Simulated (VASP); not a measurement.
# CO in VASP: further runs, part 2 of 2

VASP 6.6.1. Earlier steps stand in the parts before.

## (4) Single point, optB86b-vdW

The input, INCAR:

```
SYSTEM = CO
PREC = Accurate
ENCUT = 400
EDIFF = 1E-6
ISMEAR = 0
SIGMA = 0.01
LREAL = .FALSE.
LASPH = .TRUE.
NELM = 100
ALGO = Normal
ISIF = 2
LWAVE = .FALSE.
LCHARG = .FALSE.
GGA = MK
LUSE_VDW = .TRUE.
AGGAC = 0.0
PARAM1 = 0.1234
PARAM2 = 1.0
NBANDS = 12
ISYM = 0
```

The input, KPOINTS:

```
Automatic mesh
0
G
  1 1 1
  0 0 0
```

The input, POSCAR:

```
CO                                      
1.0
   11.4664208122      0.0000000000      0.0000000000
    0.0000000000     11.9664208122      0.0000000000
    0.0000000000      0.0000000000     12.4664208122
  C               O             
     1     1
Selective dynamics
Direct
     0.5219830802999965    0.5161969978000016    0.4612390425999990   F   F   F
     0.4773768654687762    0.4918125284690365    0.5398882483994512   T   T   T
```

On the command line:

```sh
> cat potpaw_PBE.64/C/POTCAR potpaw_PBE.64/O/POTCAR > POTCAR
> mpirun -np 4 vasp_gam > vasp.out
```

It took 5.3 min on 4 MPI ranks of Intel Xeon Platinum 8559C (Emerald Rapids), shared host; peak memory 0.98 GiB.

It converged, with:

| Item | Value |
| --- | --- |
| Free energy | -11.8614 eV |
| Largest force | 0.130 eV/Å |
| Gap between the frontier levels | 6.92 eV |

Forces in eV/Å, atoms in the order of the input:
```
C   -0.056 -0.036  0.111
O    0.056  0.036 -0.111
```

Levels at points of the mesh, in eV from the valence-band top:
| k point | band 1 | band 2 | band 3 | band 4 | band 5 | band 6 | band 7 | band 8 | band 9 | band 10 |
| --- | --- | --- | --- | --- | --- | --- | --- | --- | --- | --- |
| (0.00, 0.00, 0.00) | -20.12 | -4.94 | -2.65 | -2.65 | 0.00 | 6.92 | 6.93 | 8.58 | 9.45 | 9.58 |

Caveat: the cutoff is under 1.25 times the usual one of these potentials, so pressure, stress and relaxed cells hold a basis-set (Pulay) error; the standard files for N, O and F lose accuracy on very short bonds; the PAW data sets were made with another functional, which shifts forces and pressure a little.

## (5) Single point, rev-vdW-DF2

INCAR: that of step 4 with these lines changed.

```diff
@@ -17,3 +17,4 @@
 PARAM1 = 0.1234
-PARAM2 = 1.0
+PARAM2 = 0.711357
+ZAB_VDW = -1.8867
 NBANDS = 12
```

KPOINTS is that of step 4.

POSCAR is that of step 4.

Potentials or basis: VASP PAW PBE potentials, release 64 (C, O).

On the command line:

```sh
> cat potpaw_PBE.64/C/POTCAR potpaw_PBE.64/O/POTCAR > POTCAR
> mpirun -np 4 vasp_gam > vasp.out
```

OUTCAR:

```text
SYSTEM = CO
   PREC = Accurate
   ENCUT = 400
   EDIFF = 1E-6
   ISMEAR = 0
   LREAL = .FALSE.
   LASPH = .TRUE.
   NELM = 100
   ISIF = 2
   GGA = MK
   ISYM = 0

 ion  position               nearest neighbor table
   1  0.522  0.516  0.461-   2 1.14
   2  0.477  0.492  0.540-   1 1.14

IMPORTANT INFORMATION: All symmetrisations will be switched off!
NOSYMM: (Re-)initialisation of all symmetry stuff for point group C_1.

----------------------------------------------------------------------------------------

                                     Primitive cell

  volume of cell :    1710.5427

  direct lattice vectors                    reciprocal lattice vectors
    11.466420812  0.000000000  0.000000000     0.087211172  0.000000000  0.000000000
     0.000000000 11.966420812  0.000000000     0.000000000  0.083567176  0.000000000
     0.000000000  0.000000000 12.466420812     0.000000000  0.000000000  0.080215486

  length of vectors
    11.466420812 11.966420812 12.466420812     0.087211172  0.083567176  0.080215486

  position of ions in fractional coordinates (direct lattice)
     0.521983080  0.516196998  0.461239043
     0.477376865  0.491812528  0.539888248

  ion indices of the primitive-cell ions
   primitive index   ion index
                 1           1
                 2           2

----------------------------------------------------------------------------------------

 KPOINTS: Automatic mesh

Automatic generation of k-mesh.
 Grid dimensions read from file:
 generate k-points for:    1    1    1

 Generating k-lattice:

  Cartesian coordinates                     Fractional coordinates (reciprocal lattice)
     0.087211172  0.000000000  0.000000000     1.000000000  0.000000000  0.000000000
     0.000000000  0.083567176  0.000000000     0.000000000  1.000000000  0.000000000
[... 54 lines left out ...]
     AMIX_MAG =   1.60;   BMIX_MAG =  1.00
  volume/ion in A,a.u.               =     855.27      5771.66
  Fermi-wavevector in a.u.,A,eV,Ry     =   0.294915  0.557309  1.183365  0.086975
  Thomas-Fermi vector in A             =   1.157983
   LORBIT       =      0    0 simple, 1 ext, 2 COOP (PROOUT), +10 PAW based schemes
   GGA     = MK    functional components
   LHFCALC =     F    Hartree Fock is set to
   AEXX    =    0.0000 exact exchange contribution
   IVDW_NL    =     1    kernel type
   BPARAM     = 6.3000
   IVDW    =     0    specifies the selected vdW correction
   LEPSILON=     F    determine dielectric tensor
   LRPA    =     F    only Hartree local field effects (RPA)
 non-spin polarized calculation
 Gauss-broadening in eV      SIGMA  =   0.01
  energy-cutoff  :      400.00
  volume of cell :     1710.54
 maximum number of plane-waves:     15554
 NGX is ok and might be reduce to    80
   NGX = 37   NGY = 39   NGZ = 41

 number of electron      10.0000001 magnetization

 Free energy of the ion-electron system (eV)
  ---------------------------------------------------
  ext. energy  EPLUGINS =         0.00000000
  ---------------------------------------------------
  free energy    TOTEN  =       -12.30435736 eV

  energy without entropy =      -12.30435736  energy(sigma->0) =      -12.30435736

 E-fermi :  -9.0540     XC(G=0):  -0.5832

 val. band max:       -9.1022034971   @ k =   0.0000   0.0000   0.0000
 cond. band min:      -2.1898776102   @ k =   0.0000   0.0000   0.0000
 fundamental gap:      6.9123258869
 Fermi energy:        -9.0540308441

 k-point     1 :       0.0000    0.0000    0.0000
  band No.  band energies     occupation
      1     -29.2074      2.00000
      2     -14.0361      2.00000
      3     -11.7516      2.00000
      4     -11.7514      2.00000
      5      -9.1022      2.00000
      6      -2.1899      0.00000
      7      -2.1895      0.00000
      8      -0.4142      0.00000
      9       0.4500      0.00000
     10       0.5924      0.00000
     11       0.6143      0.00000
     12       0.6864      0.00000

------------------------ aborting loop because EDIFF is reached ----------------------------------------

  FORCE on cell =-STRESS in cart. coord.  units (eV):
  Direction    XX          YY          ZZ          XY          YZ          ZX
  --------------------------------------------------------------------------------------
  -------------------------------------------------------------------------------------
  Total       -0.8815069     -0.8614179     -1.0168853     -0.0276000      0.0540092      0.0933891
  in kB       -0.8256622     -0.8068458     -0.9524641     -0.0258515      0.0505876      0.0874728
  external PRESSURE =      -0.8616574 kB  Pullay stress =       0.0000000 kB

 VOLUME and BASIS-vectors are now :
 -----------------------------------------------------------------------------
  energy-cutoff  :      400.00
  volume of cell :     1710.54
      direct lattice vectors                 reciprocal lattice vectors
    11.466420812  0.000000000  0.000000000     0.087211172  0.000000000  0.000000000
     0.000000000 11.966420812  0.000000000     0.000000000  0.083567176  0.000000000
     0.000000000  0.000000000 12.466420812     0.000000000  0.000000000  0.080215486

 POSITION                                       TOTAL-FORCE (eV/Angst)
 -----------------------------------------------------------------------------------
      5.98528      6.17703      5.75000        -0.108000     -0.066005      0.210246
      5.47380      5.88524      6.73047         0.108000      0.066005     -0.210246
 -----------------------------------------------------------------------------------
    total drift:                               -0.000730     -0.000170     -0.001021

  FREE ENERGIE OF THE ION-ELECTRON SYSTEM (eV)
  ---------------------------------------------------
  free  energy   TOTEN  =       -12.3043573572 eV

  energy  without entropy=      -12.3043573572  energy(sigma->0) =      -12.30435736

Total vdW correction in eV:      2.2797201
```

OSZICAR:

```text
N       E                     dE             d eps       ncg     rms          rms(c)
DAV:   1     0.100516668949E+03    0.10052E+03   -0.19677E+03    32   0.342E+02
DAV:   2     0.177514451147E+02   -0.82765E+02   -0.80470E+02    48   0.851E+01
DAV:   3    -0.104691440794E+02   -0.28221E+02   -0.28008E+02    32   0.653E+01
[... 14 lines left out ...]
DAV:  18    -0.123043416456E+02   -0.11094E-04   -0.37311E-07    28   0.323E-03    0.579E-04
DAV:  19    -0.123043519838E+02   -0.10338E-04   -0.56397E-07    32   0.363E-03    0.334E-04
DAV:  20    -0.123043550131E+02   -0.30292E-05   -0.80308E-08    32   0.158E-03    0.830E-05
DAV:  21    -0.123043565330E+02   -0.15200E-05   -0.23070E-08    24   0.116E-03    0.613E-05
DAV:  22    -0.123043573572E+02   -0.82412E-06   -0.65863E-09    24   0.728E-04
   1 F= -.12304357E+02 E0= -.12304357E+02  d E =-.471159E-12
```

Run time: 5.1 min. Hardware: 4 MPI ranks of Intel Xeon Platinum 8559C (Emerald Rapids), shared host; peak memory 0.98 GiB.

Results:

```
Free energy                     : -12.3044 eV
Largest force                   : 0.245 eV/Å
Gap between the frontier levels : 6.91 eV
```

Forces in eV/Å, atoms in the order of the input:
```
C   -0.108 -0.066  0.210
O    0.108  0.066 -0.210
```

Caveat: the cutoff is under 1.25 times the usual one of these potentials, so pressure, stress and relaxed cells hold a basis-set (Pulay) error; the standard files for N, O and F lose accuracy on very short bonds; the PAW data sets were made with another functional, which shifts forces and pressure a little.

## (6) Single point, LDA

INCAR: that of step 5 with these lines changed.

```diff
@@ -13,8 +13,3 @@
 LCHARG = .FALSE.
-GGA = MK
-LUSE_VDW = .TRUE.
-AGGAC = 0.0
-PARAM1 = 0.1234
-PARAM2 = 0.711357
-ZAB_VDW = -1.8867
+GGA = CA
 NBANDS = 12
```

KPOINTS is that of step 5.

POSCAR is that of step 5.

Potentials or basis: VASP PAW LDA potentials, release 64 (C, O).

On the command line:

```sh
> cat potpaw_LDA.64/C/POTCAR potpaw_LDA.64/O/POTCAR > POTCAR
> mpirun -np 4 vasp_gam > vasp.out
```

It took 11 s on 4 MPI ranks of Intel Xeon Platinum 8559C (Emerald Rapids), shared host; peak memory 0.28 GiB.

Results (log left out):

```yaml
Free_energy: -15.5750 eV
Largest_force: 0.977 eV/Å
Gap_between_the_frontier_levels: 6.74 eV
```

Forces on the atoms (eV/Å):
```
C   -0.435 -0.252  0.837
O    0.435  0.252 -0.837
```

Levels at points of the mesh, in eV from the valence-band top:
| k point | band 1 | band 2 | band 3 | band 4 | band 5 | band 6 | band 7 | band 8 | band 9 | band 10 |
| --- | --- | --- | --- | --- | --- | --- | --- | --- | --- | --- |
| (0.00, 0.00, 0.00) | -20.09 | -4.98 | -2.87 | -2.87 | 0.00 | 6.74 | 6.75 | 8.93 | 9.78 | 9.91 |

Caveat: the cutoff is under 1.25 times the usual one of these potentials, so pressure, stress and relaxed cells hold a basis-set (Pulay) error; the standard files for N, O and F lose accuracy on very short bonds.

## (7) Summary

| level | potentials or basis | gap on the mesh (eV) | largest force (eV/Å) |
| --- | --- | --- | --- |
| RPBE | VASP PAW PBE potentials, release 64 (C, O) | 6.98 | 0.50 |
| RPBE+D3(BJ) | VASP PAW PBE potentials, release 64 (C, O) | 6.98 | 0.50 |
| optB86b-vdW | VASP PAW PBE potentials, release 64 (C, O) | 6.92 | 0.13 |
| rev-vdW-DF2 | VASP PAW PBE potentials, release 64 (C, O) | 6.91 | 0.25 |
| LDA | VASP PAW LDA potentials, release 64 (C, O) | 6.74 | 0.98 |

Alike in all rows: task single point; no spin polarisation; cell as given; k mesh 1 × 1 × 1; cutoff (eV) 400; smearing gaussian 0.01 eV.

Caveats: the cutoff is under 1.25 times the usual one of these potentials, so pressure, stress and relaxed cells hold a basis-set (Pulay) error; the standard files for N, O and F lose accuracy on very short bonds; the PAW data sets were made with another functional, which shifts forces and pressure a little (some runs).

Total energies depend on the potentials used, so only differences within one code and one set of settings carry meaning.
